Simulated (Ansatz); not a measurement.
## BaSnO3 under a change: biaxial strain −4.05 %, plane normal [111], relaxed out of plane

Base system: BaSnO3 in the cubic perovskite structure (space group Pm-3m, No. 221; a = 4.131 Å). Axes: x, y, z lie along the cube axes.

The change: compressive biaxial strain of 4.05 % in the plane normal to [111], as in epitaxy on a mismatched substrate; the out-of-plane cell vector and the atoms relax.

Level of theory: r2SCAN (Ansatz, a first-principles code; PAW; 500 eV plane waves; spin-orbit coupling left out). Settings: 8×8×8 k-points, 0.05 eV Fermi–Dirac smearing.

The volume per atom falls by 0.76 Å³ (14.10 Å³ → 13.34 Å³) and the space group changes from Pm-3m (No. 221) to R-3m (No. 166). The shortest interatomic distance drops by 0.036 Å, from 2.066 Å to 2.030 Å and the energy rises by 52 meV/atom. The band gap increases by 0.541 eV, from 1.56 eV to 2.11 eV and the gap character comes out as indirect, T → Γ. The smallest direct gap increases by 0.435 eV, from 2.04 eV to 2.48 eV and the electron mass goes from 0.19 mₑ (at Γ) to 0.21 mₑ out of plane, 0.23 mₑ in plane (at Γ). The out-of-plane strain comes out as +2.75 % and the ratio −ε⊥/ε∥ is 0.68. The mean in-plane stress (compression positive) is +15.4 GPa.

Effective masses come from finite differences of ±0.01 Å⁻¹. Whether these cells are dynamically stable was not tested. k-point labels follow each cell's own Brillouin zone.
